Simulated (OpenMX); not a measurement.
## W: equation of state with LDA

Crystal: W.

```
CELL_PARAMETERS angstrom
-1.58234 1.58234 1.58234
1.58234 -1.58234 1.58234
1.58234 1.58234 -1.58234
ATOMIC_POSITIONS crystal
W 0.00000 0.00000 0.00000
```

| Property | Result |
| --- | --- |
| Program | OpenMX 3.8.5 |
| Task | equation of state |
| Functional | LDA |
| Potentials or basis | OpenMX 2013 LDA set, W7.0-s3p2d2f1, fixed grid of 27 × 27 × 27 points |
| k mesh | 13 × 13 × 13 |
| Occupations | fermi-dirac, width 0.05 eV |
| Spin | no spin polarisation |
| Mixing scheme | rmm-diisk |
| SCF threshold | 1e-08 Ha |
| Solver | band |
| Grid points, held for all volumes | 27 × 27 × 27 |

```yaml
Equilibrium_volume: 15.38 Å³/atom
Bulk_modulus: 341 GPa
Pressure_derivative_of_the_bulk_modulus: 4.2
```

Energy against volume, from the lowest point:
```
volume (Å³/atom)  energy (meV/atom)
          14.897              15.90
          15.214               0.68
          15.531               0.00
          15.848              12.63
          16.165              37.21
          16.482              72.43
          16.798             117.17
```

Caveat: volumes in these bases differ from converged ones by about 1 %, for some elements by several; the basis of atomic orbitals isn't converged, which shifts pressures, moduli and gaps. The run has no spin-orbit coupling, so splittings on W are missing.
